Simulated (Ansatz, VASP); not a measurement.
TiAl: VASP beside Ansatz

```xyz
2
Lattice="2.7946 0.0000 0.0000 0.0000 2.7946 0.0000 0.0000 0.0000 4.2230" Properties=species:S:1:pos:R:3 pbc="T T T"
Ti    1.3973    1.3973    2.1115
Al    0.0000    0.0000    0.0000
```

Change from the starting cell: strain along c alone, the other axes held, atoms relaxed: +4.5 %.

Alike in both runs: task single point; functional PBEsol; k mesh 16 × 16 × 10; occupations gaussian, width 0.1 eV; no spin polarisation.

|  | VASP | Ansatz |
| --- | --- | --- |
| version | VASP 6.6.1 | Ansatz 0.2.0 |
| potentials or method | VASP PAW PBE potentials, release 64 (Ti_sv, Al) | scalar-relativistic, plane waves, PAW |
| plane-wave cutoff (eV) | 520 | 420 |
| valence electrons in the cell | 15 | 15 |

Ansatz gave:

| Property | Result |
| --- | --- |
| gap on the k mesh at the Fermi level (eV) | none |
| pressure (GPa) | -4.9 |
| largest component of the traceless stress (GPa) | 2.84 |

Estimate VASP's values.

gap on the k mesh at the Fermi level (eV): none; pressure (GPa): -4.8; largest component of the traceless stress (GPa): 2.81.

A gap of «none» marks a metal or a gap that the smearing closes. With one functional, cell and mesh, what is left measures potentials, basis and numerics.

Caveats: the PAW data sets were made with another functional, which shifts forces and pressure a little (VASP).
